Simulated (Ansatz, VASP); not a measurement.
# BaZrO3: VASP beside Ansatz

```
Ba Zr O
1.0
     4.28946    0.00000    0.00000
     0.00000    4.28946    0.00000
     0.00000    0.00000    4.16205
Ba Zr O
1 1 3
Direct
  0.00000 0.00000 0.00000
  0.50000 0.50000 0.50000
  0.50000 0.50000 0.00000
  0.50000 0.00000 0.50000
  0.00000 0.50000 0.50000
```

Change from the starting cell: epitaxial_xy strain +2.0%.

Alike in both runs: task single point; functional PBE; k mesh 6 × 6 × 6; occupations fermi-dirac, width 0.02 eV; no spin polarisation.

|  | VASP | Ansatz |
| --- | --- | --- |
| version | VASP 6.6.1 | Ansatz 0.2.0 |
| potentials or method | VASP PAW PBE potentials, release 64 (Ba_sv, Zr_sv, O) | plane waves, PAW |
| plane-wave cutoff (eV) | 520 | 420 |
| valence electrons in the cell | 40 | 40 |

Ansatz gave:

```
gap on the k mesh at the Fermi level (eV)       : 3.05
pressure (GPa)                                  : -1.8
largest component of the traceless stress (GPa) : 4.22
```

Problem. Estimate VASP's values.

Solution. gap on the k mesh at the Fermi level (eV): 3.00; pressure (GPa): -0.9; largest component of the traceless stress (GPa): 4.30.

With one functional, cell and mesh, what is left measures potentials, basis and numerics.

Caveats: spin-orbit coupling is left out, which moves the levels of the heavy elements. A k mesh can miss the band edges.
